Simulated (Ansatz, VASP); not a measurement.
## Two plane-wave programs on Pd

```
CELL_PARAMETERS angstrom
0.00000 1.98468 1.98468
1.98468 0.00000 1.98468
1.98468 1.98468 0.00000
ATOMIC_POSITIONS crystal
Pd 0.00000 0.00000 0.00000
```

Alike in both runs: task single point; functional PBEsol; k mesh 12 × 12 × 12; occupations fermi-dirac, width 0.1 eV; no spin polarisation.

```csv
,VASP,Ansatz
version,VASP 6.6.1,Ansatz 0.2.0
potentials or method,"VASP PAW PBE potentials, release 64 (Pd)","plane waves, PAW"
plane-wave cutoff (eV),520,500
valence electrons in the cell,10,18
```

```csv
,VASP,Ansatz,Ansatz less VASP
pressure (GPa),-12.1,-11.9,+0.22
```

The two sets of potentials don't hold the same shells in valence.

Caveats: the PAW data sets were made with another functional, which shifts forces and pressure a little (VASP).
